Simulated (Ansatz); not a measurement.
**BAs: further runs on the relaxed cell**

One table from this session's results is given with a row withheld; the runs are named, their logs left out.

Computed with Ansatz 0.2.0 (DFT r2SCAN, scalar-relativistic, plane waves, PAW, unless a step's input says otherwise).

1 further run of the same task is left out (set aside as unsound or not needed).

### The starting structure

Symmetry: F-43m, No. 216, cubic system. Conventional cell: a = 4.784 Å, b = 4.784 Å, c = 4.784 Å, α = 90.00°, β = 90.00°, γ = 90.00°. B (site symmetry -43m) has 4 As at 2.07 Å as nearest neighbours. As (site symmetry -43m) has 4 B at 2.07 Å as nearest neighbours.

As a file:

```
CELL_PARAMETERS angstrom
0.00000 2.39192 2.39192
2.39192 0.00000 2.39192
2.39192 2.39192 0.00000
ATOMIC_POSITIONS crystal
B 0.00000 0.00000 0.00000
As 0.25000 0.25000 0.25000
```

It is the result of an earlier relaxation at this level (volume 13.68 Å³/atom; gap on the mesh: 1.37 eV).

Set-up of the first run:

The input, input.yaml:

```yaml
crystal:
  lattice:
    - [0.0, 2.3919171944, 2.3919171944]
    - [2.3919171944, 0.0, 2.3919171944]
    - [2.3919171944, 2.3919171944, 0.0]
  atoms:
    - { symbol: B, position: [0.0, 0.0, 0.0] }
    - { symbol: As, position: [0.25, 0.25, 0.25] }
basis:
  ecutwfc: 500
kpoints:
  mp_grid: { grid: [10, 10, 10] }
  band_path:
    path:
      - [[0.0, 0.0, 0.0], [-0.5, -0.5, 0.0], [-0.375, -0.375, 0.25]]
      - [[-0.375, 0.0, 0.375], [0.0, 0.0, 0.0], [0.0, 0.0, 0.5], [-0.5, -0.25, 0.25], [-0.5, -0.5, 0.0]]
    npoints: 14
hamiltonian:
  xc: r2scan
scf:
  occupations: { method: gaussian, width: 0.02 }
  n_extra_bands: 6
output:
  forces: true
  stress: true
  eigenvalues: true
  populations: true
  dos: { projected: true, de: 0.02, nscf_kmesh: { grid: [15, 15, 15] } }
  bader: true
  write_density: true
  write_potential: true
  elf: true
  volumetric_format: npy
```

The run is started by

```sh
> ansatz run input.yaml --threads 1 --pin off --max-ram 2560MiB --backend cpu --events-out ev --progress --plain --runs-dir out
```

Steps of the session up to this table: Electronic structure at the relaxed geometry; Band edges anywhere in the zone; Eigenvalues a small step from each edge; The cell as listed, for comparison; Optical spectrum; Volume × 0.97; Point at V/V0 = 1.03; Point at V/V0 = 0.94; Point at V/V0 = 1.06; Volume × 0.91; Point at V/V0 = 1.10; Volume × 0.88.

One of the session's tables, all rows but one given; the rest of the session is left out.

```
volume (Å³/atom)  energy above the lowest point (meV/atom)  pressure (GPa)  gap on the mesh (eV)
          12.043                                     107.3           23.29                  1.23
          12.453                                      57.1           16.07                  1.27
          12.864                                         ?               ?                     ?
          13.274                                       5.7            4.57                  1.34
          13.685                                       0.0            0.00                  1.37
          14.095                                       5.1           -3.92                  1.40
          14.506                                      19.6           -7.29                  1.43
          15.053                                      51.1          -11.04                  1.47
```

**Question.** Estimate the row for volume (Å³/atom) = 12.864.

Worked estimate for «energy above the lowest point (meV/atom)». A straight line through the neighbours (12.453, 57.1) and (13.274, 5.7) gives 57.1 + (5.7 − 57.1) × (12.864 − 12.453) / (13.274 − 12.453) = 31.4; a parabola fitted to 4 rows on both sides gives 23.9.

**Answer.** energy above the lowest point (meV/atom): 24.1; pressure (GPa): 9.88; gap on the mesh (eV): 1.31. In «energy above the lowest point (meV/atom)» the line misses by +7.3 and the parabola by -0.2.

To keep in mind: It is a Kohn-Sham gap, without temperature or zero-point motion. The absorption edge (3.4 eV along x) is to be set beside the least direct gap on the SCF mesh, 3.44 eV; the indirect gap of 1.37 eV gives no absorption without phonons.
